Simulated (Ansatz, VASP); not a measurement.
## Al: VASP beside Ansatz

```
CELL_PARAMETERS angstrom
2.76302 0.00000 0.00000
0.00000 2.76302 0.00000
0.00000 0.00000 2.66086
ATOMIC_POSITIONS crystal
Al 0.50000 0.50000 0.50000
```

Alike in both runs: functional PBE; k mesh 6 × 6 × 8; occupations gaussian, width 0.1 eV; no spin polarisation.

Ansatz relaxed the structure, and its values are those at the end. VASP's run is a single point on that final structure, the one shown.

|  | VASP | Ansatz |
| --- | --- | --- |
| version | VASP 6.6.1 | Ansatz 0.2.0 |
| potentials or method | VASP PAW PBE potentials, release 64 (Al) | scalar-relativistic, plane waves, PAW |
| plane-wave cutoff (eV) | 520 | 420 |
| valence electrons in the cell | 3 | 3 |

|  | VASP | Ansatz | Ansatz less VASP |
| --- | --- | --- | --- |
| gap on the k mesh at the Fermi level (eV) | none | none | - |
| pressure (GPa) | 0.3 | 0.3 | +0.02 |

A gap of «none» marks a metal or a gap that the smearing closes. With one functional, cell and mesh, what is left measures potentials, basis and numerics.

Caveats: the k mesh is coarse (spacing up to 0.38 Å⁻¹), so the values aren't converged.
